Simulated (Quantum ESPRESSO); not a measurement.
Here is a Quantum ESPRESSO 7.5 calculation.

File pw.in:

```
&CONTROL
  calculation = 'scf'
  prefix = 'pwscf'
  outdir = './tmp'
  pseudo_dir = './pseudo'
  tprnfor = .true.
  tstress = .true.
  disk_io = 'nowf'
/
&SYSTEM
  ibrav = 0
  nat = 1
  ntyp = 1
  ecutwfc = 45
  ecutrho = 360
  nbnd = 14
  occupations = 'smearing'
  smearing = 'fd'
  degauss = 0.00367493
/
&ELECTRONS
  conv_thr = 2d-10
  electron_maxstep = 120
  mixing_beta = 0.5
/
ATOMIC_SPECIES
Pd   106.4200 pd_pbesol_v1.4.uspp.F.UPF
CELL_PARAMETERS angstrom
  -0.0111260000    1.9552170000    1.9418620000
   1.9710740000    0.0063410000    1.9243950000
   1.9644410000    1.9311180000    0.0129730000
ATOMIC_POSITIONS crystal
Pd     0.0238370000   -0.0169870000   -0.0029670000
K_POINTS automatic
12 12 12 0 0 0
```

Potentials or basis: GBRV 1.5 PBEsol.

Run with:

```bash
$ OMP_NUM_THREADS=1 mpirun -n 2 pw.x -nk 2 -in pw.in > pw.out
```

Q: What does it give for the pressure?

A: -2.3 GPa.

Q: Predict the band gap on the k mesh.

A: None (metal or under the smearing width).

Stress tensor (GPa, compression positive):
```
-3.23  0.62  0.20
 0.62 -2.06 -1.38
 0.20 -1.38 -1.73
```
